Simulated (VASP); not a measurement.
A run of VASP 6.6.1 is set up as follows.

File POSCAR:

```
InP
1.0
    0.0000000000      2.9791538216      2.9791538216
    2.9791538216      0.0000000000      2.9791538216
    2.9791538216      2.9791538216      0.0000000000
  In              P
     1     1
Direct
     0.0000000000000000    0.0000000000000000    0.0000000000000000
     0.2500000000000000    0.2500000000000000    0.2500000000000000
```

INCAR.step1

```
SYSTEM = InP
PREC     = Accurate       ! precision mode
ENCUT    = 600            ! plane-wave cutoff, eV
EDIFF    = 1E-8           ! SCF threshold, eV
ISMEAR   = 0              ! smearing method
SIGMA    = 0.03           ! smearing width, eV
LREAL    = .FALSE.        ! projectors in reciprocal space
LASPH    = .TRUE.         ! aspherical terms in the spheres
NELM     = 80             ! most SCF steps
ALGO     = Normal         ! electronic algorithm
ISIF     = 3              ! what is computed and relaxed
LWAVE    = .FALSE.        ! write WAVECAR
LCHARG   = .FALSE.        ! write CHGCAR
GGA      = PE             ! functional
IBRION   = 2              ! ionic algorithm
NSW      = 40             ! ionic steps
EDIFFG   = -0.002         ! ionic threshold
```

INCAR.step2

```
SYSTEM = InP
PREC     = Accurate       ! precision mode
ENCUT    = 600            ! plane-wave cutoff, eV
EDIFF    = 1E-8           ! SCF threshold, eV
ISMEAR   = 0              ! smearing method
SIGMA    = 0.03           ! smearing width, eV
LREAL    = .FALSE.        ! projectors in reciprocal space
LASPH    = .TRUE.         ! aspherical terms in the spheres
NELM     = 80             ! most SCF steps
ALGO     = Normal         ! electronic algorithm
ISIF     = 3              ! what is computed and relaxed
LWAVE    = .FALSE.        ! write WAVECAR
LCHARG   = .FALSE.        ! write CHGCAR
GGA      = PE             ! functional
IBRION   = 6              ! ionic algorithm
NFREE    = 2            
POTIM    = 0.015          ! step
NSW      = 1              ! ionic steps
```

KPOINTS

```
Automatic mesh
0
G
  8 8 8
  0 0 0
```

Potentials or basis: VASP PAW PBE potentials, release 64 (In_d, P).

Launch:

```bash
$ cat potpaw_PBE.64/In_d/POTCAR potpaw_PBE.64/P/POTCAR > POTCAR
$ cp INCAR.step1 INCAR
$ mpirun -np 1 vasp_std > vasp.out
$ cp CONTCAR POSCAR
$ cp INCAR.step2 INCAR
$ mpirun -np 1 vasp_std > vasp.out
```

(1) What does it give for the elastic constants C11, C12, C44?

(2) Predict the Voigt bulk modulus.

(3) What does it give for the highest phonon frequency at Γ, LO-TO splitting left out?

## Answers

(1) 87, 46, 42 GPa.

(2) 60 GPa.

(3) 283 cm⁻¹.
